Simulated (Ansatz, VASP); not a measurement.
# Two plane-wave programs on Mg

```
CELL_PARAMETERS angstrom
3.20930 0.00000 0.00000
-1.60465 2.77934 0.00000
0.00000 0.00000 5.21030
ATOMIC_POSITIONS crystal
Mg 0.33333 0.66667 0.25000
Mg 0.66667 0.33333 0.75000
```

Alike in both runs: task relaxation of cell and atoms; functional LDA; k mesh 15 × 15 × 8; occupations gaussian, width 0.1 eV; no spin polarisation.

|  | VASP | Ansatz |
| --- | --- | --- |
| version | VASP 6.6.1 | Ansatz 0.2.0 |
| potentials or method | VASP PAW LDA potentials, release 64 (Mg) | scalar-relativistic, plane waves, PAW |
| plane-wave cutoff (eV) | 600 | 420 |
| valence electrons in the cell | 4 | 20 |

```csv
,VASP,Ansatz,Ansatz less VASP
"gap on the k mesh at the Fermi level, each at its own relaxed structure (eV)",none,none,-
relaxed volume (Å³/atom),21.43,21.60,+0.176
relaxed cell length with the largest relative difference (Å),5.025,5.039,+0.0142
energy change over the relaxation (meV/atom),-18,-14,+3.5
```

A gap of «none» marks a metal or a gap that the smearing closes. The two sets of potentials don't hold the same shells in valence.

LDA usually gives volumes a few per cent too small. Zero-point motion and thermal expansion aren't in these numbers.
